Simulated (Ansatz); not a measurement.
PbO (started from an entry of an open crystallographic database) at its r2SCAN+rVV10 geometry, run in the plane-wave code Ansatz at 4 levels of theory. Calculated for a static, non-magnetic cell.

The LDA input:
```yaml
crystal:
  lattice:
    - [5.9308856117, 0.0, 0.0]
    - [0.0, 5.5012422457, 0.0]
    - [0.0, 0.0, 4.7082397502]
  atoms:
    - { symbol: Pb, position: [0.2297951334, -0.0107543641, 0.25] }
    - { symbol: Pb, position: [0.7702048666, 1.0107543641, 0.75] }
    - { symbol: Pb, position: [0.2297951334, 0.5107543641, 0.75] }
    - { symbol: Pb, position: [0.7702048666, 0.4892456359, 0.25] }
    - { symbol: O, position: [0.8668887855, 0.0925092814, 0.25] }
    - { symbol: O, position: [0.1331112145, 0.9074907186, 0.75] }
    - { symbol: O, position: [0.8668887855, 0.4074907186, 0.75] }
    - { symbol: O, position: [0.1331112145, 0.5925092814, 0.25] }
kpoints:
  mp_grid: { grid: [4, 6, 6] }
  band_path:
    path:
      - [0.0, 0.0, 0.0]
      - [0.5, 0.0, 0.0]
      - [0.5, 0.5, 0.0]
      - [0.0, 0.5, 0.0]
      - [0.0, 0.0, 0.5]
      - [0.5, 0.0, 0.5]
      - [0.5, 0.5, 0.5]
      - [0.0, 0.5, 0.5]
      - [-0.5, 0.434896, 0.364583]
      - [0.5, 0.5, 0.35]
    npoints: 1
hamiltonian:
  xc: lda
scf:
  occupations: { method: fixed }
  n_extra_bands: 6
output:
  forces: true
  stress: true
  eigenvalues: true
```

Main results, then, where recorded, the levels near the gap in eV from the Fermi energy (columns number the bands from 0), one row a point of the path (Γ, X, S, Y, Z, U, R, T, (-1/2, 0.435, 0.365), S–R (0.70)):
```
Crystal: 8 atoms, lattice volume = 153.617 Å³
Symmetry: 8 space group operations
Space group: Pbcm (ITA 57)
```
```
Basis set: ecut = 420 eV, 3003 PW (Γ)
k-points: 48 of 144
SCF converged after 7 iterations
Free energy (F): -48628.974103 eV
Fermi energy:    7.937437 eV
--- Forces (eV/Å), atoms counted from 1 ---
  atom   1  Pb    -0.22937    -0.11854      0.00000
  atom   2  Pb      0.22937      0.11854      0.00000
  atom   3  Pb    -0.22937      0.11854      0.00000
  atom   4  Pb      0.22937    -0.11854      0.00000
  atom   5  O     -0.02960      0.03333      0.00000
  atom   6  O       0.02960    -0.03333      0.00000
  atom   7  O     -0.02960    -0.03333      0.00000
  atom   8  O       0.02960      0.03333      0.00000
--- Stress (GPa, compression-positive) ---
       -2.050140       0.000000       0.000000
        0.000000      -2.111907       0.000000
        0.000000       0.000000      -2.969396
  P = ⅓ Tr σ = -2.3771 GPa (-23.771 kbar)
```
```tsv
band_36	band_37	band_38	band_39	band_40	band_41	band_42
-1.274	-1.229	-0.323	-0.014	3.274	3.798	4.559
-1.323	-0.662	-0.534	0.000	2.666	3.089	3.673
-0.649	-0.649	-0.508	-0.508	3.046	3.046	4.070
-0.954	-0.954	-0.186	-0.186	4.000	4.000	4.842
-0.814	-0.814	-0.260	-0.260	4.059	4.059	4.810
-0.517	-0.517	-0.411	-0.411	3.115	3.115	3.615
-0.568	-0.568	-0.568	-0.568	2.460	2.460	2.460
-0.780	-0.780	-0.780	-0.780	3.358	3.358	3.358
-0.826	-0.715	-0.311	-0.266	2.002	2.171	2.854
-0.792	-0.792	-0.282	-0.282	2.051	2.051	3.060
```

LDA gives an indirect gap of 2.00 eV, from X to k = (-1/2, 0.435, 0.365); the least direct gap is 2.27 eV at k = (-1/2, 0.435, 0.365).

Problem. In the first input these blocks are replaced (the band path and keys that only write files left aside):
```yaml
hamiltonian:
  xc: pbe
scf:
  occupations: { method: fixed }
  n_extra_bands: 12
magnetization:
  noncollinear: true
  spin_orbit: true
```
What comes out?

Solution.
```
Basis set: ecut = 420 eV, 3003 PW (Γ)
k-points: 48 of 144
SCF converged after 9 iterations
Free energy (F): -50047.858350 eV
Fermi energy:    8.262799 eV
--- Forces (eV/Å), atoms counted from 1 ---
  atom   1  Pb      0.32785      0.15405      0.00000
  atom   2  Pb    -0.32785    -0.15405      0.00000
  atom   3  Pb      0.32785    -0.15405      0.00000
  atom   4  Pb    -0.32785      0.15405      0.00000
  atom   5  O     -0.12389    -0.07153      0.00000
  atom   6  O       0.12389      0.07153      0.00000
  atom   7  O     -0.12389      0.07153      0.00000
  atom   8  O       0.12389    -0.07153      0.00000
--- Stress (GPa, compression-positive) ---
        4.095650       0.000000       0.000000
        0.000000       4.459709       0.000000
        0.000000       0.000000       4.615532
  P = ⅓ Tr σ = 4.3903 GPa (43.903 kbar)
```
The PBE+SOC gap is indirect, 1.99 eV (Γ to k = (-1/2, 0.435, 0.365)), below the direct gap of 2.26 eV at k = (-1/2, 0.435, 0.365). With the atoms held, the mean pressure is +4.39 GPa (compression positive).

Problem. Another run on the same cell gave
```
Basis set: ecut = 500 eV, 3905 PW (Γ)
k-points: 48 of 144
SCF converged after 8 iterations
Free energy (F): -49957.209422 eV
Fermi energy:    8.046721 eV
--- Forces (eV/Å), atoms counted from 1 ---
  atom   1  Pb    -0.01435    -0.01292      0.00000
  atom   2  Pb      0.01435      0.01292      0.00000
  atom   3  Pb    -0.01435      0.01292      0.00000
  atom   4  Pb      0.01435    -0.01292      0.00000
  atom   5  O     -0.00210      0.00641      0.00000
  atom   6  O       0.00210    -0.00641      0.00000
  atom   7  O     -0.00210    -0.00641      0.00000
  atom   8  O       0.00210      0.00641      0.00000
--- Stress (GPa, compression-positive) ---
        1.182077       0.000000       0.000000
        0.000000       1.344917       0.000000
        0.000000       0.000000       1.330072
  P = ⅓ Tr σ = 1.2857 GPa (12.857 kbar)
```
```tsv
band_36	band_37	band_38	band_39	band_40	band_41	band_42
-1.321	-1.254	-0.333	0.000	3.715	4.303	5.057
-1.365	-0.653	-0.535	-0.020	3.202	3.526	4.163
-0.641	-0.641	-0.530	-0.530	3.620	3.620	4.557
-0.979	-0.979	-0.190	-0.190	4.577	4.577	5.393
-0.844	-0.844	-0.268	-0.268	4.543	4.543	5.416
-0.525	-0.525	-0.423	-0.423	3.668	3.668	4.090
-0.575	-0.575	-0.575	-0.575	2.906	2.906	2.906
-0.792	-0.792	-0.792	-0.792	3.848	3.848	3.848
-0.831	-0.724	-0.322	-0.279	2.461	2.626	3.324
-0.798	-0.798	-0.293	-0.293	2.507	2.507	3.542
```
Which level of theory and mesh gave it?

Solution. It is r2SCAN, on 4×6×6; the blocks that differ from the first input, but for the band path:
```yaml
hamiltonian:
  xc: r2scan
```
With r2SCAN the valence top lies at Γ and the conduction bottom at k = (-1/2, 0.435, 0.365), 2.46 eV higher; the smallest vertical gap, at k = (-1/2, 0.435, 0.365), is 2.74 eV. The mean pressure is +1.29 GPa (compression positive), so r2SCAN would enlarge the cell's volume.

Problem. In the first input these blocks are replaced (the band path and keys that only write files left aside):
```yaml
kpoints:
  mp_grid: { grid: [4, 4, 4] }
hamiltonian:
  xc: hse06
```
What comes out?

Solution.
```
Basis set: ecut = 420 eV, 3003 PW (Γ)
k-points: 27 of 64
Exchange kernel: α = 0.2500, screened, ω = 0.2079 Å⁻¹, Wigner–Seitz truncation, v(0) = 1045.7039 eV·Å³, q-mesh 4×4×4
hybrid outer 1: dexx = +3.860e-2 eV, tail = 1.27e-4 eV
hybrid outer 2: dexx = +2.680e-6 eV, tail = 5.01e-8 eV, Δε = 4.19e-3 eV, ΔF = 2.65e-2 eV/Å
hybrid outer 3: dexx = +1.030e-9 eV, tail = 1.15e-9 eV, Δε = 3.43e-5 eV, ΔF = 3.23e-4 eV/Å
hybrid SCF converged: 3 outer / 14 inner (+2 warm-up)
Free energy (F): -49907.035918 eV
Fermi energy:    7.633443 eV
--- Forces (eV/Å), atoms counted from 1 ---
  atom   1  Pb    -0.23308    -0.13693      0.00000
  atom   2  Pb      0.23308      0.13693      0.00000
  atom   3  Pb    -0.23308      0.13693      0.00000
  atom   4  Pb      0.23308    -0.13693      0.00000
  atom   5  O       0.01946      0.05500      0.00000
  atom   6  O     -0.01946    -0.05500      0.00000
  atom   7  O       0.01946    -0.05500      0.00000
  atom   8  O     -0.01946      0.05500      0.00000
--- Stress (GPa, compression-positive) ---
        0.414832       0.000000       0.000000
        0.000000       0.973069       0.000000
        0.000000       0.000000       0.934660
  P = ⅓ Tr σ = 0.7742 GPa (7.742 kbar)
```
```tsv
band_36	band_37	band_38	band_39	band_40	band_41	band_42
-1.620	-1.308	-0.402	0.000	4.282	4.884	5.626
-1.665	-0.638	-0.577	-0.067	3.759	4.063	4.707
-0.676	-0.676	-0.588	-0.588	4.176	4.176	5.179
-1.100	-1.100	-0.197	-0.197	5.195	5.195	6.061
-0.989	-0.989	-0.292	-0.292	5.130	5.130	6.036
-0.541	-0.541	-0.491	-0.491	4.228	4.228	4.651
-0.605	-0.605	-0.605	-0.605	3.422	3.422	3.422
-0.882	-0.882	-0.882	-0.882	4.418	4.418	4.418
-0.865	-0.755	-0.355	-0.302	2.952	3.126	3.867
-0.831	-0.831	-0.318	-0.318	3.000	3.000	4.101
```
HSE06 gives an indirect gap of 2.95 eV, from Γ to k = (-1/2, 0.435, 0.365); the least direct gap is 3.25 eV at k = (-1/2, 0.435, 0.365). With the atoms held, the mean pressure is +0.8 GPa (compression positive). (The program warns that its thresholds are loose for a hybrid's stress.)

The hybrids run on coarser meshes, which limits their stresses and small splittings of levels.

Totals of different functionals, or with and without spin-orbit coupling, can't be compared.

Only the levels marked +SOC include spin-orbit coupling.

The meshes of the hybrids are coarse, so their gaps aren't converged to the digits shown.
